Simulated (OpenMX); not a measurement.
Runs of OpenMX 3.8.5 on SrO. It takes space group Fm-3m (No. 225, cubic). The conventional cell has a = 5.133 Å, b = 5.133 Å, c = 5.133 Å, α = 90.00°, β = 90.00°, γ = 90.00°. Sr (site symmetry m-3m) is surrounded by 6 O at 2.57 Å. O (site symmetry m-3m) is surrounded by 6 Sr at 2.57 Å. 

| task | potentials or basis | spin | k mesh | SCF threshold | max SCF cycles | grid points, held for all volumes | spin constraint | constraint strength | gap on the mesh (eV) | pressure (GPa) | moment (μB) |
| --- | --- | --- | --- | --- | --- | --- | --- | --- | --- | --- | --- |
| band structure | OpenMX 2013 PBE set, Sr10.0-s3p2d2, O6.0-s2p2d1, grid cutoff 400 Ry | off | 9 × 9 × 9 | 1e-08 Ha | 100 | - | - | - | 2.92 | 3.0 | - |
| band structure | OpenMX 2013 PBE set, Sr10.0-s2p2d1, O6.0-s2p2, grid cutoff 400 Ry | off | 9 × 9 × 9 | 1e-08 Ha | 100 | - | - | - | 2.99 | (a) | - |
| band structure | OpenMX 2013 PBE set, Sr10.0-s3p2d2, O6.0-s2p2d1, grid cutoff 400 Ry | non-collinear, zero start, SOC | 7 × 7 × 7 | 1e-07 Ha | 100 | - | - | - | 2.93 | - | 0.00 |
| band structure | OpenMX 2013 PBE set, Sr10.0-s3p2d2, O6.0-s2p2d1, grid cutoff 400 Ry | non-collinear, ferromagnetic start, SOC | 7 × 7 × 7 | 1e-07 Ha | 100 | - | directions | 1 eV | 2.93 | - | 0.00 |

Alike in all rows: level PBE; cell as given; smearing fermi-dirac 0.05 eV.

Fill in the values left out.

(a) 3.4.

Caveats: the basis of atomic orbitals isn't converged, which shifts pressures, moduli and gaps; total energies with and without spin-orbit coupling shouldn't be compared in this program (some runs); the mesh misses the band edges, which the band path finds closer together (some runs).

A k mesh can miss the band edges, and rows without SOC leave out spin-orbit coupling on Sr.
